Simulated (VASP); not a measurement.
Input of a VASP 6.6.1 run:

INCAR

```
SYSTEM = ZrO
PREC = Accurate ; ENCUT = 600
EDIFF = 1E-6 ; ISMEAR = 0
SIGMA = 0.05 ; LREAL = .False.
LASPH = .True. ; NELM = 60
ALGO = Normal ; ISIF = 3
LWAVE = .False. ; LCHARG = .False.
GGA = PE ; IBRION = 2
NSW = 60 ; EDIFFG = -0.01
```

Contents of KPOINTS:

```
regular mesh
0
Gamma
  9 9 10
  0 0 0
```

POSCAR

```
ZrO
1.0
    1.8266398600     -2.9188492700      0.0000000000
    1.8266398600      2.9188492700      0.0000000000
    0.0000000000      0.0000000000      2.6199383700
Zr O
1 1
Direct
    0.0000000000      0.0000000000      0.0000000000
    0.5000000000      0.5000000000      0.0000000000
```

Potentials or basis: VASP PAW PBE potentials, release 64 (Zr_sv, O).

Launch:

```bash
$ cat potpaw_PBE.64/Zr_sv/POTCAR potpaw_PBE.64/O/POTCAR > POTCAR
$ mpirun -np 1 vasp_std > vasp.out
```

Task: What does it give for the relaxed cell?

Result: a = 3.083 Å, b = 3.083 Å, c = 3.180 Å, α = 90.00°, β = 90.00°, γ = 90.15°.

Task: What does it give for the space group after relaxing (to 0.05 Å)?

Result: P4/mmm (No. 123).

Task: Predict the band gap on the k mesh.

Result: None (metal or under the smearing width).

Final structure:
```yaml
crystal:
  lattice:
    - [2.17738, -2.18304, 0.00000]
    - [2.17738, 2.18304, 0.00000]
    - [0.00000, 0.00000, 3.17968]
  atoms:
    - { symbol: Zr, position: [0.00000, 0.00000, 0.00000] }
    - { symbol: O, position: [0.50000, 0.50000, 0.00000] }
```
